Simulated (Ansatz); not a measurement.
**Nb2NOS MXene monolayer in a perpendicular field**

Wanted: the out-of-plane response of the Nb2NOS MXene monolayer. A positive field points along +c.

Method: plane-wave DFT, PBE-D3(BJ), Ansatz PAW, in Ansatz 0.2.0.

## Step 1: Starting point

The cell holds 5 atoms: 1 S, 2 Nb, 1 N and 1 O. Cell: a = 3.079 Å, b = 3.079 Å, c = 41.809 Å, α = 90.0°, β = 90.0°, γ = 120.0°. Vacuum lies along c.

## Step 2: Relaxation

The starting cell is a guess, so the in-plane lattice and the atoms are relaxed first, with the slab cut off from its images along the normal.

Input file input.yaml:

```yaml
crystal:
  lattice:
    - [3.079076, 0.0, 0.0]
    - [-1.539538, 2.6665580362, 0.0]
    - [0.0, 0.0, 41.8085715111]
  atoms:
    - { symbol: S, position: [0.3333333333, 0.6666666667, 0.4353174323] }
    - { symbol: Nb, position: [0.6666666667, 0.3333333333, 0.4782406484], spin: 1.0 }
    - { symbol: "N", position: [0.0, 0.0, 0.5072997937] }
    - { symbol: Nb, position: [0.3333333333, 0.6666666667, 0.5363589391], spin: 1.0 }
    - { symbol: O, position: [0.6666666667, 0.3333333333, 0.5646825677] }
  periodic: [true, true, false]
magnetization:
  spin_polarized: true
kpoints:
  mp_grid: { grid: [12, 12, 1] }
hamiltonian:
  xc: pbe
  dispersion: d3bj
scf:
  occupations: { method: fermi_dirac, width: 0.05 }
  convergence: { dr2_threshold: 1.0e-09 }
relax:
  f_tol: 0.004
  max_steps: 90
  cell: {}
output:
  write_potential: true
  write_density: true
  volumetric_format: npy
```

Started as:

```bash
$ ansatz run input.yaml --threads 2 --pin off --max-ram 3072MiB --backend cpu --events-out ev --progress --plain --runs-dir out
```

Numbers of over 12 decimals in the logs are rounded to 6 here.

Output:

```text
Warning: relax.cell: scf.convergence.dr2_threshold = 1e-9 eV is looser than the 2.10593638262e-10 eV advised for a relaxation that steers and ends on the stress (1e-10 eV for each atom of the cell: 5, times the square of relax.cell.stress_2d_tol = 0.05 N/m over 15.4 Å (the atoms' height at the walk's start and 5 Å past either face), 3.245e-2 GPa, over a crystal's default 0.05). What an SCF threshold leaves in a stress goes as its square root, and in the free energy as the threshold itself, and one threshold admits the most on a small cell: [figures from the program's tests cut] Set scf.convergence.dr2_threshold to 2.10593638262e-10 eV or tighter. [rest of the remark cut]
Engine: ansatz 0.2.0, x86_64-unknown-linux-gnu
Pseudopotentials: kind: paw
Pseudopotential: S, paw, valence charge 6, recommended cutoff 420 eV (normal), S.paw.azcp
Pseudopotential: Nb, paw, valence charge 13, recommended cutoff 420 eV (normal), Nb.paw.azcp
Pseudopotential: N, paw, valence charge 5, recommended cutoff 420 eV (normal), N.paw.azcp
Pseudopotential: O, paw, valence charge 6, recommended cutoff 420 eV (normal), O.paw.azcp
Functional definition: PBE
  parameter kappa = 0.804
  parameter beta = 0.066725
  exchange = pbe_x(kappa = kappa, mu = beta*pi^2/3)
  correlation = pbe_c(beta = beta)
Crystal: 5 atoms, lattice volume = 343.271 Å³
Basis set: ecut = 420 eV, 6691 PW (Γ), exchange–correlation on 48×48×576 points (8 copies of the dense FFT grid, shifted against one another)
Bands: 28, of which v1, the nominal top of the filled ones, is band 22 counted from 1 (21 counted from 0)
Symmetry: 6 space group operations
Space group: P3m1 (ITA 156), of the structure as read, at distance tolerance 7.0e-5 Å
Magnetic group: BNS 156.49 (UNI 1279), of the structure as read, at distance tolerance 7.0e-5 Å
k-points: 19 of 144 (time reversal used)
Non-local potential: S, projectors of the file, l = 0: 2, l = 1: 2, l = 2: 2
Non-local potential: Nb, projectors of the file, l = 0: 3, l = 1: 2, l = 2: 2, l = 3: 1
Non-local potential: N, projectors of the file, l = 0: 2, l = 1: 2, l = 2: 1
Non-local potential: O, projectors of the file, l = 0: 2, l = 1: 2, l = 2: 1
PAW form: soft (Blöchl's): semilocal exchange-correlation on the pseudo side does not see the compensation charge
PAW one-centre angular grid: S, 110 points (default); XC on 64 Gauss nodes
PAW one-centre angular grid: Nb, 590 points (default); XC on 64 Gauss nodes
PAW one-centre angular grid: N, 110 points (default); XC on 64 Gauss nodes
PAW one-centre angular grid: O, 110 points (default); XC on 64 Gauss nodes
Initial density: superposition of atomic densities (neutral atoms: chi_scale 0, normalization atom)
Starting moments: Σ|m| = 2 μB on 2 of 5 sites
Initial wavefunctions: pseudopotential atomic-orbital guess
Functional: x = pbe(κ = 0.804, μ = 0.219515), c = pbe(β = 0.066725)
SCF iter   1: F=—  HF=-10968.087872 eV  |F-HF|=—  |Δ(HF+E_count)|=         —  Δρ=3.80e-2 (↑3.80e-2 ↓3.39e-2)  dr2=2.24e1  dr2_m=1.51e-1  M=0.654 μB ∫|m|=0.834 μB  β_m=0.30  ethr=3.10e-3  ⟨swp⟩=16.5  Hψ=9204  notcnv=0
Mixer restart at iter 1: flushing history
preconditioner: auto → LDOS  [metal: Δε(μ)=0.023 eV  Ē_g=10.500 eV  σ=0.050 eV  W_gap=0.11  n_scr=24 (ndim 8)  ℏωp=10.4 eV  f_vac=0.783  D(μ)=2.21/eV (n_scr^D=14)]
spin=Collinear: LDOS preconditioning applied to the charge; magnetization (m = ρ↑ − ρ↓) channel mixes plain (no charge-response kernel on spin).
SCF iter   2: F=—  HF=-10964.967448 eV  |F-HF|=—  |Δ(HF+E_count)|=    3.12e0  Δρ=2.26e-2 (↑2.26e-2 ↓1.93e-2)  dr2=7.90e0  dr2_m=9.74e-2  M=0.474 μB ∫|m|=0.682 μB  β_m=0.51  ethr=3.10e-3  ⟨swp⟩=4.8  Hψ=3149  notcnv=0  defer=25
SCF iter   3: F=—  HF=-10963.883787 eV  |F-HF|=—  |Δ(HF+E_count)|=    1.08e0  Δρ=4.83e-3 (↑4.83e-3 ↓4.78e-3)  dr2=1.60e-1  dr2_m=1.71e-2  M=0.201 μB ∫|m|=0.375 μB  β_m=0.63  ethr=3.10e-3  ⟨swp⟩=4.4  Hψ=3338  notcnv=0  defer=23
SCF iter   4: F=—  HF=-10963.968527 eV  |F-HF|=—  |Δ(HF+E_count)|=         —  Δρ=2.65e-3 (↑2.65e-3 ↓2.06e-3)  dr2=2.37e-2  dr2_m=1.26e-2  M=0.035 μB ∫|m|=0.116 μB  β_m=0.63  ethr=3.72e-4  ⟨swp⟩=3.9  Hψ=2861  notcnv=0  defer=21
SCF iter   5: F=—  HF=-10963.970940 eV  |F-HF|=—  |Δ(HF+E_count)|=   2.41e-3  Δρ=1.00e-3 (↑1.00e-3 ↓7.23e-4)  dr2=2.72e-3  dr2_m=2.15e-3  M=0.014 μB ∫|m|=0.057 μB  β_m=0.75  ethr=5.51e-5  ⟨swp⟩=3.3  Hψ=2306  notcnv=0  defer=21
SCF iter   6: F=—  HF=-10963.971681 eV  |F-HF|=—  |Δ(HF+E_count)|=   7.42e-4  Δρ=2.61e-4 (↑2.39e-4 ↓2.61e-4)  dr2=3.89e-4  dr2_m=1.49e-4  M=0.003 μB ∫|m|=0.018 μB  β_m=0.77  ethr=6.31e-6  ⟨swp⟩=3.3  Hψ=2344  notcnv=0  defer=21
SCF iter   7: F=—  HF=-10963.971739 eV  |F-HF|=—  |Δ(HF+E_count)|=   5.78e-5  Δρ=1.12e-4 (↑7.55e-5 ↓1.12e-4)  dr2=1.31e-4  dr2_m=1.79e-5  M=0.000 μB ∫|m|=0.006 μB  β_m=0.73  ethr=9.05e-7  ⟨swp⟩=3.8  Hψ=2565  notcnv=0  defer=21
SCF iter   8: F=—  HF=-10963.971733 eV  |F-HF|=—  |Δ(HF+E_count)|=   5.77e-6  Δρ=3.26e-5 (↑2.62e-5 ↓3.26e-5)  dr2=7.70e-6  dr2_m=2.22e-6  M=0.000 μB ∫|m|=0.002 μB  β_m=0.82  ethr=3.05e-7  ⟨swp⟩=3.3  Hψ=1994  notcnv=0  defer=21
SCF iter   9: F=—  HF=-10963.971724 eV  |F-HF|=—  |Δ(HF+E_count)|=   9.59e-6  Δρ=1.26e-5 (↑1.07e-5 ↓1.26e-5)  dr2=1.45e-6  dr2_m=1.26e-7  M=0.000 μB ∫|m|=0.000 μB  β_m=0.75  ethr=1.79e-8  ⟨swp⟩=3.3  Hψ=2384  notcnv=0  defer=21
SCF iter  10: F=—  HF=-10963.971724 eV  |F-HF|=—  |Δ(HF+E_count)|=   2.28e-7  Δρ=2.73e-6 (↑2.73e-6 ↓2.37e-6)  dr2=3.00e-8  dr2_m=1.25e-8  M=-0.000 μB ∫|m|=0.000 μB  β_m=0.81  ethr=3.38e-9  ⟨swp⟩=3.1  Hψ=2071  notcnv=0  defer=21
SCF iter  11: F=—  HF=-10963.971724 eV  |F-HF|=—  |Δ(HF+E_count)|=   1.15e-7  Δρ=7.09e-7 (↑5.67e-7 ↓7.09e-7)  dr2=4.38e-9  dr2_m=5.46e-10  M=-0.000 μB ∫|m|=0.000 μB  β_m=0.82  ethr=6.97e-11  ⟨swp⟩=3.8  Hψ=2754  notcnv=0  defer=21
SCF iter  12: F=—  HF=-10963.971724 eV  |F-HF|=—  |Δ(HF+E_count)|=   2.36e-8  Δρ=2.30e-7 (↑2.30e-7 ↓1.88e-7)  dr2=5.20e-10  dr2_m=8.67e-11  M=-0.000 μB ∫|m|=0.000 μB  β_m=0.79  ethr=1.02e-11  ⟨swp⟩=3.3  Hψ=2432  notcnv=0  defer=21
SCF iter  13: F=-10963.971724 eV  HF=-10963.971724 eV  |F-HF|=9.82e-11  |Δ(HF+E_count)|=  5.06e-10  Δρ=5.81e-8 (↑5.56e-8 ↓5.81e-8)  dr2=5.77e-12  dr2_m=8.31e-12  M=-0.000 μB ∫|m|=0.000 μB  ethr=1.21e-12  ⟨swp⟩=8.5  Hψ=8708  notcnv=0
[...]
relax step   7: F+E_penalty+E_count = -10964.33820831 eV  Δ(F+E_penalty+E_count) = -1.286e-2 eV  max|allowed force component| = 1.065e-3 eV/Å  Δτ_max = 0.0000 Å  P = +0.265 N/m  Ω = 366.064 Å³  fix = [c, alpha, beta]  reactions: c +0.000 N/m  stress off target by 2.65e-1 N/m on what of the cell is left free  SCF on the basis re-selected at this cell (its energy is not comparable with the rows above)  (9 SCF iters)
[...]
relax step   8: F+E_penalty+E_count = -10964.33811318 eV  Δ(F+E_penalty+E_count) = +9.513e-5 eV  max|allowed force component| = 1.649e-3 eV/Å  Δτ_max = 0.0019 Å  P = +0.011 N/m  Ω = 366.654 Å³  energy of the carried Pulay correction = -2.147e-4 eV  fix = [c, alpha, beta]  reactions: c +0.000 N/m  (10 SCF iters, accepted)
iter 1 solved again at ethr=2.29e-7 eV; its pass at ethr=3.10e-3 eV (dr2=9.84e-5 eV) is discarded
SCF iter   1: F=—  HF=-10964.338154 eV  |F-HF|=—  |Δ(HF+E_count)|=         —  Δρ=6.48e-6 (↑6.47e-6 ↓6.48e-6)  dr2=2.53e-8  dr2_m=4.91e-12  M=-0.000 μB ∫|m|=0.000 μB  β_m=0.65  ethr=2.29e-7  ⟨swp⟩=7.1  Hψ=14922  notcnv=0
eigensolver tolerance schedule: the retry pair's looser diagonalisation over-reported the residual by 3891.24 of it (diagonalisation noise at 0.40 of the residual, at the tolerance the schedule requests for it); recorded, not acted on — ethr = c·dr2/N_el stays at c = 1.0e-1
preconditioner: auto → Resta (q_TF=auto, 1.909 Å⁻¹)  ε∞=2.2  [insulator: Δε(μ)=0.163 eV  Ē_g=9.159 eV  σ=0.050 eV  W_gap=0.62  n_scr=24 (ndim 8)  ℏωp=10.1 eV  f_vac=0.799  D(μ)=1.13/eV (n_scr^D=8)  ε∞_Penn≈2.2  vacuum switching on, ρ_ref=6.1e-3 e/Å³]
spin=Collinear: Resta preconditioning applied to the charge; magnetization (m = ρ↑ − ρ↓) channel mixes plain (no charge-response kernel on spin).
SCF iter   2: F=—  HF=-10964.338305 eV  |F-HF|=—  |Δ(HF+E_count)|=   1.51e-4  Δρ=2.37e-6 (↑2.37e-6 ↓2.37e-6)  dr2=1.98e-8  dr2_m=1.34e-12  M=-0.000 μB ∫|m|=0.000 μB  β_m=0.49  ethr=5.88e-11  ⟨swp⟩=5.8  Hψ=4346  notcnv=0
SCF iter   3: F=—  HF=-10964.338325 eV  |F-HF|=—  |Δ(HF+E_count)|=   2.01e-5  Δρ=1.61e-6 (↑1.61e-6 ↓1.61e-6)  dr2=1.53e-8  dr2_m=7.23e-13  M=-0.000 μB ∫|m|=0.000 μB  β_m=0.46  ethr=4.59e-11  ⟨swp⟩=3.6  Hψ=1976  notcnv=0
SCF iter   4: F=—  HF=-10964.338346 eV  |F-HF|=—  |Δ(HF+E_count)|=   2.10e-5  Δρ=7.37e-7 (↑7.34e-7 ↓7.37e-7)  dr2=1.54e-8  dr2_m=2.82e-13  M=-0.000 μB ∫|m|=0.000 μB  β_m=0.37  ethr=3.56e-11  ⟨swp⟩=2.9  Hψ=1632  notcnv=0
SCF iter   5: F=—  HF=-10964.338351 eV  |F-HF|=—  |Δ(HF+E_count)|=   5.01e-6  Δρ=3.71e-7 (↑3.69e-7 ↓3.71e-7)  dr2=1.98e-9  dr2_m=1.31e-13  M=-0.000 μB ∫|m|=0.000 μB  β_m=0.37  ethr=3.56e-11  ⟨swp⟩=1.7  Hψ=1208  notcnv=0
SCF iter   6: F=-10964.338355 eV  HF=-10964.338354 eV  |F-HF|=5.61e-7  |Δ(HF+E_count)|=   3.11e-6  Δρ=1.27e-7 (↑1.26e-7 ↓1.27e-7)  dr2=4.02e-10  dr2_m=6.26e-14  M=-0.000 μB ∫|m|=0.000 μB  ethr=2.33e-12  ⟨swp⟩=13.7  Hψ=9584  notcnv=0
the starting moments were not kept: the SCF closed with an absolute magnetisation of 3.6e-7 μB, where they sum to 2 μB in size (2 sites). That is at most 0.1 of that sum. Measured as dr2_m measures the in/out step, that magnetisation stands 1.6e-14 eV from none, at or under the dr2_threshold of 1.0e-9 eV: it is no larger than a step whose dr2_m would equal this threshold.
SCF 9 converged in 6 iterations: F = -10964.338355 eV  dr2 = 4.02e-10
relax step   9: F+E_penalty+E_count = -10964.33835473 eV  Δ(F+E_penalty+E_count) = -2.416e-4 eV  max|allowed force component| = 1.647e-3 eV/Å  Δτ_max = 0.0000 Å  P = +0.013 N/m  Ω = 366.654 Å³  fix = [c, alpha, beta]  reactions: c +0.000 N/m  stress off target by 1.28e-2 N/m on what of the cell is left free  SCF on the basis re-selected at this cell (its energy is not comparable with the rows above)  (6 SCF iters)
basis re-selected at this cell: Δ(F+E_penalty+E_count) = -2.416e-4 eV, ΔP = +0.002 N/m vs the last step (what re-selecting the basis moved, of the pressure what is left beyond the Pulay correction that the steps carried, after the strain that the cell walked since its last selection, with what the two solves' SCF thresholds leave and, on support functions, any second-order correction that the steps lacked; it is no m [...]
WARN: The output density's exchange-correlation potential varies sharply where the density is thin. Do not read a vacuum level from v_tot or v_xc, or from such a field of the output density. On a cell that repeats whose density bears no net charge and no dipole along the vacuum's axis use v_es (v_loc + v_h of the components); under efield.dipole_correction with no amplitude use v_es + v_field, which holds any externa [...]
SCF converged after 6 iterations
Magnetization: -0.0000 μB (21.5000 up, 21.5000 down)
Absolute magnetization: 0.0000 μB (∫|ρ↑−ρ↓|, with the PAW one-centre terms)
Spin contamination: 0.0000 ħ² per cell (⟨S²⟩ above its minimum at these occupations)
Per-site moments (μB) at R_I (Å): [(3.218778437056989e-8, 1.015718), (-3.571846590357233e-8, 0.913806), (5.503814046079453e-8, 0.888680), (-5.0402360097486444e-8, 0.871441), (4.859201385234573e-8, 0.871441)]
Free energy (F): -10964.338355 eV
Harris-Foulkes:  -10964.338354 eV  (|F-HF|=5.61e-7)
Internal energy: -10964.328455 eV  (E = F + TS)
E sigma→0 (E₀):  -10964.333405 eV
Entropy (-TS):   -0.009900 eV (-1.980 meV/atom)
Fermi energy:    -5.401999 eV
--- Per-component energies (eV) ---
  E_band       = -1034.379406
  E_kinetic    = 1205.162294
  E_local      = -164301.135234  (includes V_loc(G=0)·N_el)
  E_nonlocal   = 357.468915
  E_hartree    = 81331.741600
  E_xc         = -584.380822
  E_vxc        = -687.044470  (∫ρ·V_xc dr)
  E_paw        = -7030.632484  (= ΣΔE_a)
  E_vpaw       = -272.316640  (= ΣTr[D̂ρ^β])
  E_aug_tail   = 0.002535  (compensation charges beyond the density's cutoff)
  E_ewald      = 78059.043850
  E_disp       = -1.599110  (pairwise vdW)
  E_smearing   = -0.009900  (= −TS)
  E_closure    = 0.000000  (closes the sum)
  Σ components = -10964.338355   (vs F -10964.338355, Δ=0.00e0)
--- Forces (eV/Å), atoms counted from 1 ---
  atom   1  S      0.00000000     0.00000000    -0.00164684
  atom   2  Nb     0.00000000    -0.00000000     0.00112067
  atom   3  N     -0.00000000     0.00000000     0.00089765
  atom   4  Nb    -0.00000000    -0.00000000    -0.00116008
  atom   5  O     -0.00000000    -0.00000000     0.00079148
  max |Σ_I F_I| component: 2.89e-6 eV/Å
--- 2D stress c σ (N/m, compression-positive) ---
        0.012844       0.000000      -0.000000
       -0.000000       0.012844      -0.000000
       -0.000000      -0.000000       0.000000
  P = ½ c Tr σ = 0.0128 N/m
--- Band table (eV; the first three rows and the last of 38) ---
  k-point 0 ↑: bands = [... 18 lower, -6.8478, -6.8478, -6.5009, -6.5009, -6.0005, -4.3746, -4.3746, -4.1251, ... 2 higher]
  k-point 1 ↑: bands = [... 18 lower, -7.3539, -7.1708, -6.4592, -6.0690, -5.7426, -4.4790, -4.3063, -3.8599, ... 2 higher]
  k-point 2 ↑: bands = [... 18 lower, -7.7452, -7.3890, -6.8557, -5.6173, -5.2838, -4.4360, -3.9731, -3.5061, ... 2 higher]
  k-point 18 ↓: bands = [... 18 lower, -9.3552, -8.9498, -5.7999, -5.2327, -4.8424, -3.6308, -3.1821, -2.9411, ... 2 higher]
  the weakly bound empty levels are not read free of the cell's end (no_gap_told)
--- Relaxed structure (7 steps of the walk, 7 accepted, 2 SCFs on fresh bases) ---
  F+E_penalty+E_count = -10964.33835473 eV   max|allowed force component| = 1.647e-3 eV/Å   (the final SCF, on the basis selected at the relaxed cell)
  cell:  # Å, volume = 366.6539 Å³
    - [3.182220, 0, 0]
    - [-1.591110, 2.755883, 0]
    - [0, 0, 41.8085715111]
  atoms:
    - { symbol: S, position: [0.333333, 0.666667, 0.439494] }
    - { symbol: Nb, position: [0.666667, 0.333333, 0.478707] }
    - { symbol: N, position: [0, 0, 0.508311] }
    - { symbol: Nb, position: [0.333333, 0.666667, 0.535222] }
    - { symbol: O, position: [0.666667, 0.333333, 0.560165] }
```

Wall time 1.9 min (2 threads of Intel Xeon 6975P-C (Granite Rapids), shared host); peak memory 0.85 GiB.

Relaxation path:

```tsv
step	energy less that of the first step (eV)	largest force component (eV/Å)	volume (Å³)
1	0.0000	1.5454	343.27
2	-0.3372	0.4633	363.44
3	-0.3515	0.2642	366.09
4	-0.3531	0.0798	366.49
5	-0.3535	0.0323	366.25
6	-0.3536	0.0008	366.06
7*	-0.3665	0.0011	366.06
8	-0.3664	0.0016	366.65
9*	-0.3666	0.0016	366.65
```

Relaxation steps marked * repeat the geometry before them on a plane-wave basis chosen anew for their cell, so energy and pressure can jump there.

The run keeps the 6 symmetry operations that it works with, so distortions that break them were not tested.

```tsv
cell as run	before	after	change
a (Å)	3.079	3.182	+3.3 %
b (Å)	3.079	3.182	+3.3 %
```

The atoms that moved most (Å, along periodic axes as changes of fractional coordinates times the final cell, across vacuum about the mean position):

```tsv
atom	dx	dy	dz	length
O5	0.000	0.000	-0.189	0.189
S1	0.000	0.000	0.175	0.175
Nb4	0.000	0.000	-0.048	0.048
N3	0.000	0.000	0.042	0.042
Nb2	0.000	0.000	0.019	0.019
```

Final coordinates:

```cif
data_structure
_symmetry_space_group_name_H-M 'P 1'
_symmetry_Int_Tables_number 1
_cell_length_a 3.1822
_cell_length_b 3.1822
_cell_length_c 41.8086
_cell_angle_alpha 90.000
_cell_angle_beta 90.000
_cell_angle_gamma 120.000
_cell_volume 366.65
loop_
_atom_site_label
_atom_site_type_symbol
_atom_site_fract_x
_atom_site_fract_y
_atom_site_fract_z
_atom_site_occupancy
S1 S 0.33333 0.66667 0.43949 1
Nb2 Nb 0.66667 0.33333 0.47871 1
N3 N 0.00000 0.00000 0.50831 1
Nb4 Nb 0.33333 0.66667 0.53522 1
O5 O 0.66667 0.33333 0.56017 1
```

This step gave:

* energy at zero smearing: -10964.3334 eV

The lattice constant a goes from 3.079 to 3.182 Å.

(Continued in part 2 of 2.)

[Logs are printed without paths, hosts, clocks, repeated set-up lines and the standing remarks that a program may print on its own settings, such as how far it seeks lower states.]

[Hosts, paths, dates, database ids (printed as entryN), source tags and the programs' standing remarks are cut or masked in the printed files.]

[Maps of the electrostatic potential energy from Ansatz leave out the sawtooth potential of an applied field or a dipole correction, so their vacuum need not be flat; planar profiles and work functions include it.]
